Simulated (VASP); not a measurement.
An input for Ansatz (written as the equivalent of a VASP run, and not itself run):

Ansatz 0.2 input:
```yaml
crystal:
  lattice:
    - [1.7754083, -3.0750974, 0.0000000]
    - [1.7754083, 3.0750974, 0.0000000]
    - [0.0000000, 0.0000000, 5.7282096]
  atoms:
    - { symbol: In, position: [0.6666670, 0.3333330, 0.4998374] }
    - { symbol: In, position: [0.3333330, 0.6666670, 0.9998374] }
    - { symbol: N, position: [0.6666670, 0.3333330, 0.8791626] }
    - { symbol: N, position: [0.3333330, 0.6666670, 0.3791626] }
kpoints:
  mp_grid: { grid: [7, 7, 4] }
hamiltonian:
  xc: r2scan
  pseudopotentials: { kind: paw }
scf:
  occupations: { method: gaussian, width: 0.05 }
  max_iter: 100
relax:
  max_steps: 60
  f_tol: 0.02
  cell: {}
output: { forces: true, stress: true, eigenvalues: true }
```

Task: Translate this input to VASP (INCAR, KPOINTS, POSCAR, choice of POTCAR).

Result: This is not unique; one that fits is 
File KPOINTS:
```
Automatic
0
G
  7 7 4
0 0 0
```

### POSCAR
```
InN
1
    1.7754082959    -3.0750974440    -0.0000000000
    1.7754082959     3.0750974440     0.0000000000
    0.0000000000     0.0000000000     5.7282095649
In N
2 2
Direct
  0.6666670000   0.3333330000   0.4998374121
  0.3333330000   0.6666670000   0.9998374121
  0.6666670000   0.3333330000   0.8791625879
  0.3333330000   0.6666670000   0.3791625879
```

**INCAR**
```
# general
SYSTEM =InN
PREC   =Accurate
ENCUT  =520
LREAL  =F
LASPH  =T   # aspherical one-centre terms

# electronic loop
EDIFF  =1E-6   # SCF stop (eV)
NELM   =100
ALGO   =Normal
LMAXMIX=4   # l cut-off of mixed one-centre charges
LMIXTAU=T

# smearing
ISMEAR =0   # Gaussian
SIGMA  =0.05   # width (eV)

# functional
METAGGA=R2SCAN

# ions
IBRION =2   # conjugate gradients
NSW    =60   # most ionic steps
ISIF   =3
EDIFFG =-0.02   # ionic stop

# output
LWAVE  =F
LCHARG =F
```

POTCAR, in this order: In_d N (PBE.64 set). Program: vasp_std.

The two are equivalent in intent, not identical: each code has its own PAW files, so the cut-off isn't converted (ENCUT is set for VASP's; basis.ecutwfc is left out, and Ansatz then takes the one that its files recommend); Ansatz stops its SCF on the density residual and VASP on the energy change (EDIFF).

The compound is InN in the wurtzite structure. It was relaxed first. The start is the result of an earlier pass.
